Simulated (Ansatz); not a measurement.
A plane-wave DFT run in Ansatz 0.2.0 (scalar-relativistic PAW potentials unless the input names others): input and command.

```yaml
crystal:
  lattice:
    - [3.8681183919, 0.0, 0.0]
    - [0.0, 3.8681183919, 0.0]
    - [0.0, 0.0, 27.3082773539]
  atoms:
    - { symbol: P, position: [0.0, 0.5, 0.2746420033] }
    - { symbol: Al, position: [0.5, 0.5, 0.3247215581] }
    - { symbol: P, position: [0.5, 0.0, 0.374801113] }
    - { symbol: Al, position: [0.0, 0.0, 0.4248806678] }
    - { symbol: P, position: [0.0, 0.5, 0.4749602226] }
    - { symbol: Al, position: [0.5, 0.5, 0.5250397774] }
    - { symbol: P, position: [0.5, 0.0, 0.5751193322] }
    - { symbol: Al, position: [0.0, 0.0, 0.625198887] }
    - { symbol: P, position: [0.0, 0.5, 0.6752784419] }
    - { symbol: Al, position: [0.5, 0.5, 0.7253579967] }
basis:
  ecutwfc: 420
kpoints:
  mp_grid: { grid: [6, 6, 1] }
hamiltonian:
  xc: pbesol
scf:
  occupations: { method: gaussian, width: 0.05 }
output:
  forces: true
  eigenvalues: true
  stress: true
efield:
  axis: 3
  dipole_correction: true
  ramp_width: 0.04
```

```bash
ansatz run input.yaml --threads 1 --pin off --max-ram 2560MiB --backend cpu --events-out ev --progress --plain --runs-dir out
```

Abridged log:
```
Pseudopotentials: kind: paw
Pseudopotential: P, paw, valence charge 5, recommended cutoff 420 eV (normal)
Pseudopotential: Al, paw, valence charge 3, recommended cutoff 420 eV (normal)
Functional definition: PBEsol
Crystal: 10 atoms, lattice volume = 408.596 Å³
Basis set: ecut = 420 eV, 8051 PW (Γ), exchange–correlation on 54×54×384 points (8 copies of the dense FFT grid, shifted against one another)
Bands: 30, of which v1, the nominal top of the filled ones, is band 20 counted from 1 (19 counted from 0)
Symmetry: 4 space group operations
Space group: Pmm2 (ITA 25), of the structure as read, at distance tolerance 7.4e-5 Å
k-points: 16 of 36
Initial density: superposition of atomic densities (neutral atoms: chi_scale 0, normalization atom), corrected by the library's trained network
Initial wavefunctions: pseudopotential atomic-orbital guess
Functional: x = pbesol(κ = 0.804, μ = 0.12345679), c = pbesol(β = 0.046)
SCF iter   1: F=—  HF=-6324.021143 eV  |F-HF|=—  |Δ(HF+E_count)|=         —  Δρ=5.33e-3  dr2=5.32e0  ethr=1.77e-3  p=0.128 e·Å  D=5.69e-2 V/Å  ΔV_dip=-1.55 eV  dr2_dipole=4.67e0  V_vac-E_F(+/−)=4.87/6.42 eV  ⟨swp⟩=9.2  Hψ=3298  notcnv=0  defer=25
efield: sawtooth ramp at fractional position 0.9800 (placed from the atoms, in the widest stretch of the axis that holds none; the zero of the levels goes with the place), width 0.0400; the density the first Hamiltonian is built on has a dipole p = 0.128 e·Å; the dipole correction subtracts the counter field D = 5.69e-2 V/Å, which shifts the + side's vacuum level by -1.55 eV against the − side's; the planar-averaged density in the ramp window peaks in size at 4.2e-5 e/Å³
SCF iter   2: F=—  HF=-6324.184777 eV  |F-HF|=—  |Δ(HF+E_count)|=   1.64e-1  Δρ=9.13e-3  dr2=1.81e1  ethr=1.77e-3  p=0.175 e·Å  D=7.75e-2 V/Å  ΔV_dip=-2.12 eV  dr2_dipole=1.60e1  V_vac-E_F(+/−)=4.44/6.55 eV  ⟨swp⟩=1.9  Hψ=648  notcnv=0  defer=53  recentre
SCF iter   3: F=—  HF=-6323.948028 eV  |F-HF|=—  |Δ(HF+E_count)|=   2.37e-1  Δρ=2.24e-3  dr2=6.11e-1  ethr=1.77e-3  p=0.139 e·Å  D=6.15e-2 V/Å  ΔV_dip=-1.68 eV  dr2_dipole=4.62e-1  V_vac-E_F(+/−)=4.84/6.52 eV  ⟨swp⟩=2.0  Hψ=653  notcnv=0  defer=44
SCF iter   4: F=—  HF=-6323.932705 eV  |F-HF|=—  |Δ(HF+E_count)|=   1.53e-2  Δρ=1.16e-3  dr2=3.86e-2  ethr=1.53e-3  p=0.141 e·Å  D=6.25e-2 V/Å  ΔV_dip=-1.71 eV  dr2_dipole=1.73e-2  V_vac-E_F(+/−)=4.83/6.54 eV  ⟨swp⟩=1.0  Hψ=551  notcnv=0  defer=34
SCF iter   5: F=—  HF=-6323.930999 eV  |F-HF|=—  |Δ(HF+E_count)|=   1.71e-3  Δρ=7.51e-4  dr2=2.97e-2  ethr=9.64e-5  p=0.137 e·Å  D=6.07e-2 V/Å  ΔV_dip=-1.66 eV  dr2_dipole=1.86e-2  V_vac-E_F(+/−)=4.85/6.51 eV  ⟨swp⟩=2.1  Hψ=463  notcnv=0  defer=61
SCF iter   6: F=—  HF=-6323.930393 eV  |F-HF|=—  |Δ(HF+E_count)|=   6.06e-4  Δρ=4.35e-4  dr2=6.37e-3  ethr=7.42e-5  p=0.135 e·Å  D=5.98e-2 V/Å  ΔV_dip=-1.63 eV  dr2_dipole=1.62e-4  V_vac-E_F(+/−)=4.87/6.50 eV  ⟨swp⟩=1.0  Hψ=419  notcnv=0  defer=61
SCF iter   7: F=—  HF=-6323.930011 eV  |F-HF|=—  |Δ(HF+E_count)|=   3.81e-4  Δρ=2.69e-4  dr2=1.89e-3  ethr=1.59e-5  p=0.135 e·Å  D=5.99e-2 V/Å  ΔV_dip=-1.63 eV  dr2_dipole=1.35e-5  V_vac-E_F(+/−)=4.87/6.51 eV  ⟨swp⟩=1.4  Hψ=450  notcnv=0  defer=61
SCF iter   8: F=—  HF=-6323.929812 eV  |F-HF|=—  |Δ(HF+E_count)|=   2.00e-4  Δρ=1.06e-4  dr2=5.36e-4  ethr=4.72e-6  p=0.135 e·Å  D=5.96e-2 V/Å  ΔV_dip=-1.63 eV  dr2_dipole=2.51e-4  V_vac-E_F(+/−)=4.87/6.50 eV  ⟨swp⟩=2.0  Hψ=487  notcnv=0  defer=61
SCF iter   9: F=—  HF=-6323.929785 eV  |F-HF|=—  |Δ(HF+E_count)|=   2.65e-5  Δρ=6.26e-5  dr2=8.41e-5  ethr=1.34e-6  p=0.134 e·Å  D=5.95e-2 V/Å  ΔV_dip=-1.63 eV  dr2_dipole=2.72e-5  V_vac-E_F(+/−)=4.87/6.49 eV  ⟨swp⟩=1.6  Hψ=459  notcnv=0  defer=61
SCF iter  10: F=—  HF=-6323.929723 eV  |F-HF|=—  |Δ(HF+E_count)|=   6.26e-5  Δρ=2.29e-5  dr2=6.02e-6  ethr=2.10e-7  p=0.135 e·Å  D=5.96e-2 V/Å  ΔV_dip=-1.63 eV  dr2_dipole=1.27e-6  V_vac-E_F(+/−)=4.86/6.49 eV  ⟨swp⟩=2.4  Hψ=653  notcnv=0  defer=61
SCF iter  11: F=—  HF=-6323.929722 eV  |F-HF|=—  |Δ(HF+E_count)|=   2.75e-7  Δρ=1.00e-5  dr2=1.82e-6  ethr=1.50e-8  p=0.135 e·Å  D=5.97e-2 V/Å  ΔV_dip=-1.63 eV  dr2_dipole=1.03e-7  V_vac-E_F(+/−)=4.86/6.49 eV  ⟨swp⟩=2.4  Hψ=724  notcnv=0  defer=61
SCF iter  12: F=—  HF=-6323.929723 eV  |F-HF|=—  |Δ(HF+E_count)|=   2.85e-7  Δρ=4.12e-6  dr2=4.72e-7  ethr=4.54e-9  p=0.135 e·Å  D=5.97e-2 V/Å  ΔV_dip=-1.63 eV  dr2_dipole=6.54e-8  V_vac-E_F(+/−)=4.86/6.49 eV  ⟨swp⟩=2.8  Hψ=750  notcnv=0  defer=61
SCF iter  13: F=-6323.929723 eV  HF=-6323.929723 eV  |F-HF|=5.18e-8  |Δ(HF+E_count)|=   7.78e-8  Δρ=1.80e-6  dr2=6.20e-8  ethr=2.50e-10  p=0.135 e·Å  D=5.97e-2 V/Å  ΔV_dip=-1.63 eV  dr2_dipole=1.42e-8  V_vac-E_F(+/−)=4.86/6.49 eV  ⟨swp⟩=13.8  Hψ=3403  notcnv=0
SCF 1 converged in 13 iterations: F = -6323.929723 eV  dr2 = 6.20e-8
SCF converged after 13 iterations
Free energy (F): -6323.929723 eV
Harris-Foulkes:  -6323.929723 eV  (|F-HF|=5.18e-8)
Internal energy: -6323.918851 eV  (E = F + TS)
E sigma→0 (E₀):  -6323.924287 eV
Entropy (-TS):   -0.010872 eV (-1.087 meV/atom)
Fermi energy:    -0.111945 eV
Dipole field:    D = 0.059790 V/Å  (p = 0.135009 e·Å, saw-weighted, corrected)
Work function:   Φ+ = 4.8569 eV   Φ− = 6.4897 eV
Levels:          The Fermi level and band energies are counted from a zero that moves with the ramp; work functions are not
--- Forces (eV/Å), atoms counted from 1 ---
  atom   1  P      0.00000000     0.00000000     0.36650902
  atom   2  Al     0.00000000     0.00000000    -0.48746656
  atom   3  P      0.00000000     0.00000000     0.31746525
  atom   4  Al     0.00000000     0.00000000    -0.31344850
  atom   5  P      0.00000000     0.00000000     0.23264574
  atom   6  Al     0.00000000     0.00000000    -0.21360828
  atom   7  P      0.00000000     0.00000000     0.22751661
  atom   8  Al     0.00000000     0.00000000    -0.28607802
  atom   9  P      0.00000000     0.00000000    -0.00931484
  atom  10  Al     0.00000000     0.00000000     0.16574759
--- Stress (GPa, compression-positive) ---
       -0.268788       0.000000       0.000000
        0.000000      -1.257393       0.000000
        0.000000       0.000000      -0.080797
  P = ⅓ Tr σ = -0.5357 GPa (-5.357 kbar)
```

Apart from outputs and empty bands, the input differs from a reference run on usual settings in kpoints.mp_grid.grid: [7, 7, 1] → [6, 6, 1]. The reference, at the same geometry (not necessarily relaxed), gave pressure -0.53 GPa (averaged over a cell that holds vacuum), largest force 0.421 eV/Å, no gap on the mesh. This run converged in 13 SCF iterations (reference: 12) with an energy at zero smearing 0.58 meV/atom above the reference's, pressure -0.54 GPa (averaged over a cell that holds vacuum), largest force 0.487 eV/Å, no gap on the mesh. Its k mesh is looser than usual, and the result moved.

Time: 24 s on 1 thread of Arm Neoverse V1, on a shared host, peak memory 0.5 GiB.